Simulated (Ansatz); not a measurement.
Working through the levels without and with spin-orbit coupling of CuI, space group P4/nmm

Program: Ansatz 0.2.0 through its Python package.

Run as a notebook:

```python
import ansatz as az

lattice = az.Lattice.of(
    (4.0229, 0.0, 0.0),
    (0.0, 4.0229, 0.0),
    (0.0, 0.0, 5.6506),
)
sites = [
    ("Cu", (0.0, 0.0, 0.0)),
    ("Cu", (0.5, 0.5, 0.0)),
    ("I", (0.0, 0.5, 0.2913)),
    ("I", (0.5, 0.0, 0.7087)),
]
system = az.Crystal(lattice=lattice)
for symbol, position in sites:
    system = system.atom(symbol, position)

system.resolved().tree()["lattice"]
```

    ((4.0229, 0.0, 0.0), (0.0, 4.0229, 0.0), (0.0, 0.0, 5.6506))

```python
job = (
    system.calculation()
    .functional("lda")
    .kpoints(4)
    .occupations("fixed")
    .band_table()
)
for label, variant in (("scalar-relativistic", job), ("spin-orbit", job.spin(soc=True))):
    rep = variant.run().report
    zero = rep["band_edges_ev"][0] if rep.get("band_edges_ev") else rep["fermi_energy_ev"]
    near = [round(e - zero, 3) for e in rep["eigenvalues_ev"][0] if abs(e - zero) < 3]
    print(label)
    print("  band edges (eV):", [round(e, 3) for e in rep.get("band_edges_ev") or []] or "none reported")
    print("  levels at k =", rep["kpoints_frac"][0], "within 3 eV of the zero:", near)
```

    DeckWarning: basis.ecutwfc = 420 eV, auto-derived from the records' recommended cutoffs: set by Cu (normal level)
    scalar-relativistic
      band edges (eV): [10.778, 12.164]
      levels at k = [0.0, 0.0, 0.0] within 3 eV of the zero: [-2.481, -2.438, -2.009, -1.947, -1.947, -1.642, -1.304, -0.0, 0.0, 1.385, 2.421]
    spin-orbit
      band edges (eV): [11.035, 12.171]
      levels at k = [0.0, 0.0, 0.0] within 3 eV of the zero: [-2.744, -2.744, -2.695, -2.695, -2.288, -2.288, -2.275, -2.275, -2.09, -2.09, -1.905, -1.905, -1.628, -1.628, -0.414, -0.414, 0.0, 0.0, 1.135, 1.135, 2.164, 2.164, 2.867, 2.867]

The computed bands are complete only to about 5.8 eV above the Fermi level. Without a Hubbard U or exact exchange, semilocal functionals often make such 3d compounds metallic or too weakly gapped. The starting cell is as deposited in a crystallographic database; the results hold for this polymorph, which needn't be the stable one. Gaps and levels are Kohn-Sham values on a finite set of k-points. Warnings are shown shortened and without file and line. With spin-orbit coupling each level holds one electron and, with inversion or at time-reversal points, comes in pairs; a window in energy can cut a split set. Wall time of the script: 42 s on 1 thread of Arm Neoverse V1, with other jobs on the host, peak memory 0.72 GiB.
